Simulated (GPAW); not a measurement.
MnS:

```
CELL_PARAMETERS angstrom
0.00000 2.60450 2.60450
2.60450 0.00000 2.60450
2.60450 2.60450 0.00000
ATOMIC_POSITIONS crystal
Mn 0.00000 0.00000 0.00000
S 0.50000 0.50000 0.50000
```

Base run:

```yaml
Program: GPAW 26.7.0
Functional: LDA
Potentials_or_basis: the program's PAW data sets (release 1.2.1) made for this functional
Cutoff: 450 eV
Basis: pw
k_mesh: 7 × 7 × 7
Occupations: fermi-dirac, width 0.05 eV
Spin: collinear spin, ferromagnetic start
Starting_moments: "[5.0, 0.0] μB"
```

Its results: band gap on the k mesh none (metal or under the smearing width); pressure -11.6 GPa; net moment 4.56 μB per cell; site moments Mn +4.02; S +0.10 μB.

Problem. The run is repeated on the same cell with these changes: functional from LDA to PBE; potentials or basis from the program's PAW data sets (release 1.2.1) made for this functional to GPAW PAW data sets (gpaw-data 1.2.1). What comes out?

Solution. Band gap on the k mesh none (metal or under the smearing width); pressure -3.5 GPa; net moment 4.67 μB per cell; site moments Mn +4.14; S +0.10 μB.

Caveats: the cutoff is short for stress and forces, so pressures can be off by a GPa or more; a cell with one magnetic atom can't hold antiferromagnetic order, which such compounds often take; semilocal functionals often make such compounds metallic where correlation or magnetic order opens a gap, which also shifts bond lengths.
